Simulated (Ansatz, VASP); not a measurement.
# One calculation of TaN, two programs

```xyz
2
Lattice="0.0000 2.0918 2.1790 2.0918 0.0000 2.1790 2.0918 2.0918 0.0000" Properties=species:S:1:pos:R:3 pbc="T T T"
Ta    2.0918    2.0918    2.1790
N     0.0000    0.0000    0.0000
```

Change from the starting cell: strain -0.0400 x Voigt [1, 1, 0, 0, 0, 0], atoms carried along.

Alike in both runs: task single point; functional PBEsol; k mesh 18 × 18 × 18; occupations gaussian, width 0.15 eV; no spin polarisation.

```csv
,VASP,Ansatz
version,VASP 6.6.1,Ansatz 0.2.0
potentials or method,"VASP PAW PBE potentials, release 64 (Ta_pv, N)","scalar-relativistic, plane waves, PAW"
plane-wave cutoff (eV),520,420
valence electrons in the cell,16,18
```

Ansatz gave:

```
gap on the k mesh at the Fermi level (eV)       : none
pressure (GPa)                                  : 43.0
largest component of the traceless stress (GPa) : 24.67
```

Q: Which values does VASP return?

A: gap on the k mesh at the Fermi level (eV): none; pressure (GPa): 44.6; largest component of the traceless stress (GPa): 24.89.

A gap of «none» marks a metal or a gap that the smearing closes. The two sets of potentials don't hold the same shells in valence.

Caveats: so large a pressure means that the cell lies far from this level's equilibrium, or that cutoff or potentials fall short (VASP); the potentials were made for another functional, which shifts forces and pressure (VASP). Spin-orbit coupling is left out, which matters for the levels of Ta.
